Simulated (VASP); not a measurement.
Input of a VASP 6.6.1 run:

The input INCAR:

```
SYSTEM = MgS
PREC = Accurate
ENCUT = 520
EDIFF = 1E-6
ISMEAR = 0
SIGMA = 0.02
LREAL = .FALSE.
LASPH = .TRUE.
NELM = 80
ALGO = Normal
ISIF = 2
LWAVE = .FALSE.
LCHARG = .TRUE.
GGA = PE
LELF = .TRUE.
LVHAR = .TRUE.
NBANDS = 36
```

Contents of KPOINTS:

```
regular mesh
0
G
  9 9 2
  0 0 0
```

POSCAR

```
MgS
1.0
    4.0363688791      0.0000000000      0.0000000000
   -2.0181844396      3.4955979884      0.0000000000
    0.0000000000      0.0000000000     19.6596773875
Mg S
6 6
Direct
    0.0000000000      0.0000000000      0.0000695216
    0.3333333333      0.6666666667      0.1660064201
    0.6666666667      0.3333333333      0.3330494766
    0.0000000000      0.0000000000      0.5000695216
    0.6666666667      0.3333333333      0.6660064201
    0.3333333333      0.6666666667      0.8330494766
    0.0000000000      0.0000000000      0.1254071588
    0.3333333333      0.6666666667      0.2917306506
    0.6666666667      0.3333333333      0.4587367723
    0.0000000000      0.0000000000      0.6254071588
    0.6666666667      0.3333333333      0.7917306506
    0.3333333333      0.6666666667      0.9587367723
```

Potentials or basis: VASP PAW PBE potentials, release 64 (Mg, S).

The run is started by

```bash
$ cat potpaw_PBE.64/Mg/POTCAR potpaw_PBE.64/S/POTCAR > POTCAR
$ mpirun -np 1 vasp_std > vasp.out
```

Task: Predict the band gap on the k mesh.

Result: 3.36 eV, direct.

Task: What does it give for the largest force?

Result: 0.003 eV/Å.

Forces in eV/Å, atoms in the order of the input:
```
Mg   0.000  0.000  0.003
Mg   0.000  0.000  0.001
Mg   0.000  0.000  0.001
Mg   0.000  0.000  0.003
Mg   0.000  0.000  0.001
Mg   0.000  0.000  0.001
S    0.000  0.000 -0.003
S    0.000  0.000 -0.001
S    0.000  0.000 -0.002
S    0.000  0.000 -0.003
S    0.000  0.000 -0.001
S    0.000  0.000 -0.002
```

Caveat: an odd mesh through Γ misses points on the zone boundary, where band edges often lie.
